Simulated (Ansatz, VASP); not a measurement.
## Ag in VASP and in Ansatz

Contents of INCAR:

```
SYSTEM = Ag
PREC = Accurate
ENCUT = 520
EDIFF = 1E-6
ISMEAR = 0
SIGMA = 0.15
LREAL = .FALSE.
LASPH = .TRUE.
NELM = 80
ALGO = Fast
ISIF = 2
LWAVE = .FALSE.
LCHARG = .TRUE.
GGA = PS
LELF = .TRUE.
LVHAR = .TRUE.
NBANDS = 12
```

Contents of KPOINTS:

```
Automatic mesh
0
G
  26 26 26
  0 0 0
```

Contents of POSCAR:

```
Ag
1.0
   -1.6125573273      1.6125573273      1.5319294609
    1.6125573273     -1.6125573273      1.5319294609
    1.6125573273      1.6125573273     -1.5319294609
Ag
1
Direct
    0.0000000000      0.0000000000      0.0000000000
```

Input for Ansatz:

```yaml
crystal:
  lattice:
    - [-1.6125573273, 1.6125573273, 1.5319294609]
    - [1.6125573273, -1.6125573273, 1.5319294609]
    - [1.6125573273, 1.6125573273, -1.5319294609]
  atoms:
    - { symbol: Ag, position: [0.0, 0.0, 0.0] }
basis:
  ecutwfc: 420
kpoints:
  mp_grid: { grid: [26, 26, 26] }
hamiltonian:
  xc: pbesol
scf:
  occupations: { method: gaussian, width: 0.15 }
output:
  forces: true
  stress: true
  eigenvalues: true
```

Change from the starting cell: strain +0.000 along x and y, -0.050 along z, atoms carried along.

Alike in both runs: task single point; functional PBEsol; k mesh 26 × 26 × 26; occupations gaussian, width 0.15 eV; no spin polarisation.

```csv
,VASP,Ansatz
version,VASP 6.6.1,Ansatz 0.2.0
potentials or method,"VASP PAW PBE potentials, release 64 (Ag)","scalar-relativistic, plane waves, PAW"
plane-wave cutoff (eV),520,420
valence electrons in the cell,11,19
```

VASP gave:

```
gap on the k mesh at the Fermi level (eV)       : none
pressure (GPa)                                  : 6.7
largest component of the traceless stress (GPa) : 0.25
```

Question: Which values does Ansatz return?

Answer: gap on the k mesh at the Fermi level (eV): none; pressure (GPa): 6.8; largest component of the traceless stress (GPa): 0.25.

A gap of «none» marks a metal or a gap that the smearing closes. The functional is the same, so the differences come from potentials, cutoffs and numerics. The two sets of potentials don't hold the same shells in valence.

Caveats: the PAW data sets were made with another functional, which shifts forces and pressure a little (VASP).
